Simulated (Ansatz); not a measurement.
# Zr2C3: from a trial structure to a relaxed crystal

Level of theory: DFT PBE, scalar-relativistic, plane waves, PAW (Ansatz).

Zr2C3 was placed on the A-type sesquioxide structure type (P-3m1, No. 164), with Zr in place of La, C in place of O, at a guessed volume.

The final relaxation ran on this input, with the default PAW datasets:

```yaml
crystal:
  lattice:
    - [3.1514315691, 0.0, 0.0]
    - [-1.5757157845, 2.7292197971, 0.0]
    - [0.0, 0.0, 6.7555625981]
  atoms:
    - { symbol: Zr, position: [0.3333333333, 0.6666666667, 0.1967315447] }
    - { symbol: Zr, position: [0.6666666667, 0.3333333333, 0.8032684553] }
    - { symbol: C, position: [0.0, 0.0, 0.0] }
    - { symbol: C, position: [0.3333333333, 0.6666666667, 0.5405597255] }
    - { symbol: C, position: [0.6666666667, 0.3333333333, 0.4594402745] }
basis:
  ecutwfc: 420
kpoints:
  mp_grid: { grid: [12, 12, 6] }
hamiltonian:
  xc: pbe
scf:
  occupations: { method: gaussian, width: 0.1 }
output:
  forces: true
  stress: true
  eigenvalues: true
relax:
  adjacent_minimum: "off"
  f_tol: 0.01
  max_steps: 80
  cell: { stress_tol: 0.05 }
```

Launched as:

```bash
ansatz run input.yaml --threads 1 --pin off --max-ram 2560MiB --backend cpu --events-out ev --progress --plain --runs-dir out
```

The run took 22 s on 1 thread of Intel(R) Xeon(R) 6975P-C (Granite Rapids), on a shared host, peak memory 0.45 GiB.

End of the output:

```
SCF converged after 5 iterations
Free energy (F): -9120.194779 eV
Harris-Foulkes:  -9120.194779 eV  (|F-HF|=7.28e-12)
Internal energy: -9120.190272 eV  (E = F + TS)
E sigma→0 (E₀):  -9120.192525 eV
Entropy (-TS):   -0.004508 eV (-0.902 meV/atom)
Fermi energy:    15.234675 eV
--- Per-component energies (eV) ---
  E_band       = -75.229144
  E_kinetic    = 931.082551
  E_local      = -1316.750605  (includes V_loc(G=0)·N_el)
  E_nonlocal   = 236.359436
  E_hartree    = 407.441028
  E_xc         = -469.919795
  E_vxc        = -563.968668  (∫ρ·V_xc dr)
  E_paw        = -6202.743265  (= ΣΔE_a)
  E_vpaw       = -176.834031  (= ΣTr[D̂ρ^β])
  E_aug_tail   = 0.000065  (compensation charges beyond the density's cutoff)
  E_ewald      = -2705.659686
  E_smearing   = -0.004508  (= −TS)
  E_closure    = 0.000000  (closes the sum)
  Σ components = -9120.194779   (vs F -9120.194779, Δ=0.00e0)
--- Forces (eV/Å), atoms counted from 1 ---
  atom   1  Zr     0.00000000     0.00000000    -0.00152698
  atom   2  Zr     0.00000000     0.00000000     0.00152698
  atom   3  C      0.00000000     0.00000000     0.00000000
  atom   4  C      0.00000000     0.00000000     0.00043764
  atom   5  C      0.00000000     0.00000000    -0.00043764
  max |Σ_I F_I| component: 1.39e-17 eV/Å
--- Stress (GPa, compression-positive) ---
       -0.030746       0.000000       0.000000
        0.000000      -0.030746       0.000000
        0.000000       0.000000       0.024490
  P = ⅓ Tr σ = -0.0123 GPa (-0.123 kbar)
--- Relaxed structure (5 steps of the walk, 4 accepted, 1 SCFs on fresh bases) ---
  F+E_penalty+E_count = -9120.19477924 eV   max|allowed force component| = 1.527e-3 eV/Å   (the final SCF, on the basis selected at the relaxed cell)
  cell:  # Å, volume = 58.0706 Å³
    - [3.150409, 0.000000, 0.000000]
    - [-1.575205, 2.728335, 0.000000]
    - [0.000000, 0.000000, 6.756028]
  atoms:
    - { symbol: Zr, position: [0.333333, 0.666667, 0.197380] }
    - { symbol: Zr, position: [0.666667, 0.333333, 0.802620] }
    - { symbol: C, position: [0.000000, 0.000000, 0.000000] }
    - { symbol: C, position: [0.333333, 0.666667, 0.541554] }
    - { symbol: C, position: [0.666667, 0.333333, 0.458446] }
```

Absolute energies hang on the potentials; compare differences alone.

The result has space group P-3m1 (No. 164). Zr has 4 C at 2.26–2.33 Å and 3 C at 2.53 Å; C on Wyckoff site a (1 atom of the primitive cell) is coordinated by 6 Zr at 2.26 Å; C on Wyckoff site d (2 atoms of the primitive cell) is coordinated by 3 C at 1.90 Å.

Against the elements it lies at 0.06 eV/atom. Energies over the elements count from the elements' standard structures at the same level, with no empirical corrections.

For metals, differences of a few meV/atom aren't resolved.

A later test with randomly moved atoms lowered the energy by 411 meV/atom on a coarse mesh, so it isn't stable against such moves and is likely a saddle point held by symmetry.